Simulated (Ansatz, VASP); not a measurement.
Sr: VASP beside Ansatz

```
CELL_PARAMETERS angstrom
3.33608 -2.47480 0.00000
3.33608 2.47480 0.00000
0.00000 0.00000 6.71151
ATOMIC_POSITIONS crystal
Sr 0.70213 0.29787 0.75000
Sr 0.29787 0.70213 0.25000
```

Alike in both runs: task relaxation of cell and atoms; functional PBE; k mesh 4 × 4 × 4; occupations gaussian, width 0.1 eV; no spin polarisation.

|  | VASP | Ansatz |
| --- | --- | --- |
| version | VASP 6.6.1 | Ansatz 0.2.0 |
| potentials or method | VASP PAW PBE potentials, release 64 (Sr_sv) | scalar-relativistic, plane waves, PAW |
| plane-wave cutoff (eV) | 600 | 420 |
| valence electrons in the cell | 20 | 20 |

Ansatz gave:

* gap on the k mesh at the Fermi level, each at its own relaxed structure (eV): none
* relaxed volume (Å³/atom): 54.84
* relaxed cell length with the largest relative difference (Å): 6.144
* energy change over the relaxation (meV/atom): -75

Problem. Estimate VASP's values.

Solution. gap on the k mesh at the Fermi level, each at its own relaxed structure (eV): none; relaxed volume (Å³/atom): 55.03; relaxed cell length with the largest relative difference (Å): 6.220; energy change over the relaxation (meV/atom): -74.

A gap of «none» marks a metal or a gap that the smearing closes.

Caveats: the k mesh is coarse (spacing up to 0.40 Å⁻¹), so the values aren't converged.
